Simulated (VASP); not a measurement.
# LaB2 (Pmmn) in VASP: single point with PBEsol

Aim: the single point of LaB2 with PBEsol.

Everything below comes from runs of VASP 6.6.1. Logs are shortened: lines on timing, memory, paths and dates and some standing lists are left out, and cuts for length are marked.

### Step 1. The crystal as given

Symmetry: Pmmn, No. 59, orthorhombic system. Conventional cell: a = 3.418 Å, b = 5.575 Å, c = 4.875 Å, α = 90.00°, β = 90.00°, γ = 90.00°. Around La (site symmetry mm2) lie 8 B at 2.57 to 2.76 Å. B (site symmetry m) is surrounded by 3 B at 2.14 to 2.24 Å.

The cell was built by a generator and needn't be a form met in nature.

### Step 2. Single point, PBEsol

File INCAR:

```
SYSTEM = LaB2
PREC     = Accurate       ! precision mode
ENCUT    = 520            ! plane-wave cutoff, eV
EDIFF    = 1E-6           ! SCF threshold, eV
ISMEAR   = -1             ! smearing method
SIGMA    = 0.1            ! smearing width, eV
LREAL    = .FALSE.        ! projectors in reciprocal space
LASPH    = .TRUE.         ! aspherical terms in the spheres
NELM     = 60             ! most SCF steps
ALGO     = Normal         ! electronic algorithm
ISIF     = 2              ! what is computed and relaxed
LWAVE    = .FALSE.        ! write WAVECAR
LCHARG   = .FALSE.        ! write CHGCAR
GGA      = PS             ! functional
NBANDS   = 26             ! bands
```

File KPOINTS:

```
regular mesh
0
G
  6 10 7
  0 0 0
```

File POSCAR:

```
LaB2
1.0
    5.5750670000      0.0000000000      0.0000000000
    0.0000000000      3.4183590000      0.0000000000
    0.0000000000      0.0000000000      4.8752080000
La B
2 4
Direct
    0.2500000000      0.2500000000      0.1535000000
    0.7500000000      0.7500000000      0.8465000000
    0.0580000000      0.2500000000      0.6320000000
    0.4420000000      0.2500000000      0.6320000000
    0.5580000000      0.7500000000      0.3680000000
    0.9420000000      0.7500000000      0.3680000000
```

Potentials or basis: VASP PAW PBE potentials, release 64 (La, B).

On the command line:

```bash
$ cat potpaw_PBE.64/La/POTCAR potpaw_PBE.64/B/POTCAR > POTCAR
$ mpirun -np 1 vasp_std > vasp.out
```

OUTCAR:

```text
SYSTEM = LaB2
   PREC = Accurate
   ENCUT = 520
   EDIFF = 1E-6
   ISMEAR = -1
   LREAL = .FALSE.
   LASPH = .TRUE.
   NELM = 60
   ISIF = 2
   GGA = PS

 ion  position               nearest neighbor table
   1  0.250  0.250  0.154-   3 2.57   4 2.57   5 2.64   6 2.64   5 2.64   6 2.64   3 2.76   4 2.76
                             2 3.60   2 3.60   2 3.60   2 3.60
   2  0.750  0.750  0.846-   5 2.57   6 2.57   3 2.64   4 2.64   3 2.64   4 2.64   5 2.76   6 2.76
                             1 3.60   1 3.60   1 3.60   1 3.60
   3  0.058  0.250  0.632-   4 2.14   1 2.57   2 2.64   2 2.64   1 2.76
   4  0.442  0.250  0.632-   3 2.14   1 2.57   2 2.64   2 2.64   1 2.76
   5  0.558  0.750  0.368-   6 2.14   2 2.57   1 2.64   1 2.64   2 2.76
   6  0.942  0.750  0.368-   5 2.14   2 2.57   1 2.64   1 2.64   2 2.76

  LATTYP: Found a simple orthorhombic cell.
 ALAT       =     3.4183590000
 B/A-ratio  =     1.4261837332
 C/A-ratio  =     1.6309191048

  Lattice vectors:

 A1 = (   0.0000000000,   3.4183590000,   0.0000000000)
 A2 = (   0.0000000000,   0.0000000000,   4.8752080000)
 A3 = (   5.5750670000,   0.0000000000,   0.0000000000)

Analysis of symmetry for initial positions (statically):
=====================================================================
 Subroutine PRICEL returns:
 Original cell was already a primitive cell.

 Routine SETGRP: Setting up the symmetry group for a
 simple orthorhombic supercell.

 Subroutine GETGRP returns: Found  8 space group operations
 (whereof  2 operations were pure point group operations)
 out of a pool of  8 trial point group operations.

The static configuration has the point symmetry S_2 .
 The point group associated with its full space group is D_2h.

Analysis of symmetry for dynamics (positions and initial velocities):
=====================================================================
 Subroutine PRICEL returns:
 Original cell was already a primitive cell.

 Routine SETGRP: Setting up the symmetry group for a
 simple orthorhombic supercell.

 Subroutine GETGRP returns: Found  8 space group operations
 (whereof  2 operations were pure point group operations)
 out of a pool of  8 trial point group operations.

The dynamic configuration has the point symmetry S_2 .
 The point group associated with its full space group is D_2h.

 Subroutine INISYM returns: Found  8 space group operations
 (whereof  2 operations are pure point group operations),
 and found     1 'primitive' translations

----------------------------------------------------------------------------------------

                                     Primitive cell

  volume of cell :      92.9097

  direct lattice vectors                    reciprocal lattice vectors
     5.575067000  0.000000000  0.000000000     0.179370042  0.000000000  0.000000000
     0.000000000  3.418359000  0.000000000     0.000000000  0.292538028  0.000000000
     0.000000000  0.000000000  4.875208000     0.000000000  0.000000000  0.205119453

  length of vectors
     5.575067000  3.418359000  4.875208000     0.179370042  0.292538028  0.205119453

  position of ions in fractional coordinates (direct lattice)
     0.250000000  0.250000000  0.153500000
     0.750000000  0.750000000  0.846500000
     0.058000000  0.250000000  0.632000000
     0.442000000  0.250000000  0.632000000
     0.558000000  0.750000000  0.368000000
     0.942000000  0.750000000  0.368000000

  ion indices of the primitive-cell ions
   primitive index   ion index
                 1           1
                 2           2
                 3           3
                 4           4
                 5           5
                 6           6

----------------------------------------------------------------------------------------

 KPOINTS: regular mesh

Automatic generation of k-mesh.
 Grid dimensions read from file:
 generate k-points for:    6   10    7

 Generating k-lattice:

  Cartesian coordinates                     Fractional coordinates (reciprocal lattice)
     0.029895007  0.000000000  0.000000000     0.166666667  0.000000000  0.000000000
     0.000000000  0.029253803  0.000000000     0.000000000  0.100000000  0.000000000
     0.000000000  0.000000000  0.029302779     0.000000000  0.000000000  0.142857143

  Length of vectors
     0.029895007  0.029253803  0.029302779

  Shift w.r.t. Gamma in fractional coordinates (k-lattice)
     0.000000000  0.000000000  0.000000000

 Subroutine IBZKPT returns following result:
 ===========================================

 Found     96 irreducible k-points:

 Following reciprocal coordinates:
            Coordinates               Weight
  0.000000  0.000000  0.000000      1.000000
  0.166667  0.000000  0.000000      2.000000
  0.333333  0.000000  0.000000      2.000000
  0.500000  0.000000  0.000000      1.000000
  0.000000  0.100000  0.000000      2.000000
  0.166667  0.100000  0.000000      4.000000
[... 16 lines left out ...]
  0.333333  0.500000  0.000000      2.000000
  0.500000  0.500000  0.000000      1.000000
 [... further k-points ...]
   k-points           NKPTS =     96   k-points in BZ     NKDIM =     96   number of bands    NBANDS=     26
   number of dos      NEDOS =    301   number of ions     NIONS =      6
   total plane-waves  NPLWV =  42336
   dimension x,y,z NGX =    42 NGY =   28 NGZ =   36
   dimension x,y,z NGXF=    84 NGYF=   56 NGZF=   72
   ions per type =               2   4
   NGX,Y,Z   is equivalent  to a cutoff of  12.52, 13.62, 12.28 a.u.
   NGXF,Y,Z  is equivalent  to a cutoff of  25.05, 27.23, 24.55 a.u.
 SYSTEM =  LaB2
   PREC   = accura    normal or accurate (medium, high low for compatibility)
   ISTART =      0    job   : 0-new  1-cont  2-samecut
   ICHARG =      2    charge: 1-file 2-atom 10-const
   ISPIN  =      1    spin polarized calculation?
   LNONCOLLINEAR =      F non collinear calculations
   LSORBIT =      F    spin-orbit coupling
   LASPH  =      T    aspherical Exc in radial PAW
   ENCUT  =  520.0 eV  38.22 Ry    6.18 a.u.  10.37  6.36  9.06*2*pi/ulx,y,z
   NELM   =     60;   NELMIN=  2; NELMDL= -5     # of ELM steps
   EDIFF  = 0.1E-05   stopping-criterion for ELM
   LREAL  =      F    real-space projection
   EDIFFG = 0.1E-04   stopping-criterion for IOM
   NSW    =      0    number of steps for IOM
   IBRION =     -1    ionic relax: 0-MD 1-quasi-New 2-CG
   NFREE  =      0    steps in history (QN), initial steepest desc. (CG)
   ISIF   =      2    stress and relaxation
   ISYM   =      2    0-nonsym 1-usesym 2-fastsym
   POTIM  = 0.5000    time-step for ionic-motion
   TEBEG  =    0.0;   TEEND  =   0.0 temperature during run
   PSTRESS=    0.0 pullay stress
   NELECT =      34.0000    total number of electrons
   NUPDOWN=      -1.0000    fix difference up-down
   EMIN   =  10.00;   EMAX   =-10.00  energy-range for DOS
   EFERMI =   0.00;   METHOD = LEGACY
   ISMEAR =    -1;   SIGMA  =   0.10  broadening in eV -4-tet -1-fermi 0-gaus
   EFERMI_NEDOS =   21; number of points for ismear=-14 and -15
   IALGO  =     38    algorithm
   IMIX   =      4    mixing-type and parameters
     AMIX     =   0.40;   BMIX     =  1.00
     AMIX_MAG =   1.60;   BMIX_MAG =  1.00
  volume/ion in A,a.u.               =      15.48       104.50
  Fermi-wavevector in a.u.,A,eV,Ry     =   1.170975  2.212821 18.656059  1.371182
  Thomas-Fermi vector in A             =   2.307425
   LORBIT       =      0    0 simple, 1 ext, 2 COOP (PROOUT), +10 PAW based schemes
   GGA     = PS    functional components
   LHFCALC =     F    Hartree Fock is set to
   AEXX    =    0.0000 exact exchange contribution
   IVDW    =     0    specifies the selected vdW correction
   LEPSILON=     F    determine dielectric tensor
   LRPA    =     F    only Hartree local field effects (RPA)
 non-spin polarized calculation
  energy-cutoff  :      520.00
  volume of cell :       92.91
 maximum number of plane-waves:      2527
 NGX is ok and might be reduce to    42
   NGX = 21   NGY = 13   NGZ = 19

 number of electron      34.0000001 magnetization

 Free energy of the ion-electron system (eV)
  ---------------------------------------------------
  ext. energy  EPLUGINS =         0.00000000
  ---------------------------------------------------
  free energy    TOTEN  =       -34.06541782 eV

  energy without entropy =      -33.92333640  energy(sigma->0) =      -33.99437711

 E-fermi :   7.5815     XC(G=0): -10.8634

 val. band max:        7.5813356488   @ k =   0.5000   0.1000   0.2857
 cond. band min:       7.5923684156   @ k =   0.5000   0.2000   0.4286
 fundamental gap:      0.0110327667
 Fermi energy:         7.5815007552

 k-point     1 :       0.0000    0.0000    0.0000
  band No.  band energies     occupation
      1     -23.9308      2.00000
      2     -23.6774      2.00000
      3      -8.7423      2.00000
      4      -8.1545      2.00000
      5      -7.8463      2.00000
      6      -7.2411      2.00000
[... 18 lines left out ...]
     25      10.6833      0.00000
     26      10.8415      0.00000

 k-point     2 :       0.1667    0.0000    0.0000
  band No.  band energies     occupation
      1     -23.9143      2.00000
      2     -23.6948      2.00000
      3      -8.6875      2.00000
      4      -8.1609      2.00000
      5      -7.8348      2.00000
      6      -7.3396      2.00000
[... 18 lines left out ...]
     25      10.8427      0.00000
     26      10.9836      0.00000

 k-point     3 :       0.3333    0.0000    0.0000
  band No.  band energies     occupation
      1     -23.8689      2.00000
      2     -23.7422      2.00000
      3      -8.5358      2.00000
      4      -8.2048      2.00000
      5      -7.8004      2.00000
      6      -7.5539      2.00000
[... 572 lines left out ...]
 k-point    23 :       0.3333    0.5000    0.0000
  band No.  band energies     occupation
      1     -23.6023      2.00000
      2     -23.6023      2.00000
      3      -8.8901      2.00000
      4      -8.8901      2.00000
      5      -7.7290      2.00000
      6      -7.7290      2.00000
[... 18 lines left out ...]
     25      11.0311      0.00000
     26      11.0744      0.00000

 k-point    24 :       0.5000    0.5000    0.0000
  band No.  band energies     occupation
      1     -23.6021      2.00000
      2     -23.6021      2.00000
      3      -8.9271      2.00000
      4      -8.9271      2.00000
      5      -7.7267      2.00000
      6      -7.7267      2.00000
[... 18 lines left out ...]
     25      11.0333      0.00000
     26      11.0800      0.00000

 [... further k-points ...]

------------------------ aborting loop because EDIFF is reached ----------------------------------------

  FORCE on cell =-STRESS in cart. coord.  units (eV):
  Direction    XX          YY          ZZ          XY          YZ          ZX
  --------------------------------------------------------------------------------------
  -------------------------------------------------------------------------------------
  Total       -1.8989424      1.8744379      3.5296487      0.0000000     -0.0000000      0.0000000
  in kB      -32.7462409     32.3236756     60.8668951      0.0000000     -0.0000000      0.0000000
  external PRESSURE =      20.1481099 kB  Pullay stress =       0.0000000 kB

 VOLUME and BASIS-vectors are now :
 -----------------------------------------------------------------------------
  energy-cutoff  :      520.00
  volume of cell :       92.91
      direct lattice vectors                 reciprocal lattice vectors
     5.575067000  0.000000000  0.000000000     0.179370042  0.000000000  0.000000000
     0.000000000  3.418359000  0.000000000     0.000000000  0.292538028  0.000000000
     0.000000000  0.000000000  4.875208000     0.000000000  0.000000000  0.205119453

 POSITION                                       TOTAL-FORCE (eV/Angst)
 -----------------------------------------------------------------------------------
      1.39377      0.85459      0.74834        -0.000000     -0.000000     -1.001411
      4.18130      2.56377      4.12686        -0.000000      0.000000      1.001411
      0.32335      0.85459      3.08113         0.957436      0.000000     -1.856508
      2.46418      0.85459      3.08113        -0.957436      0.000000     -1.856508
      3.11089      2.56377      1.79408         0.957436      0.000000      1.856508
      5.25171      2.56377      1.79408        -0.957436      0.000000      1.856508
 -----------------------------------------------------------------------------------
    total drift:                               -0.000000     -0.000000     -0.000000

  FREE ENERGIE OF THE ION-ELECTRON SYSTEM (eV)
  ---------------------------------------------------
  free  energy   TOTEN  =       -34.0654178187 eV

  energy  without entropy=      -33.9233363954  energy(sigma->0) =      -33.99437711
```

Run time: 2.5 min. Hardware: 1 thread of Intel Xeon Platinum 8488C (Sapphire Rapids), shared host; peak memory 0.36 GiB.

Results:

- Free energy: -34.0654 eV
- Pressure: 2.0 GPa
- Largest force: 2.089 eV/Å
- Band gap on the k mesh: none (metal or under the smearing width)

Forces on the atoms (eV/Å):
```
La   0.000  0.000 -1.001
La   0.000  0.000  1.001
B    0.957  0.000 -1.857
B   -0.957  0.000 -1.857
B    0.957  0.000  1.857
B   -0.957  0.000  1.857
```

Caveat: the PAW data sets were made with another functional, which shifts forces and pressure a little. The run has no spin-orbit coupling, so splittings on La are missing.
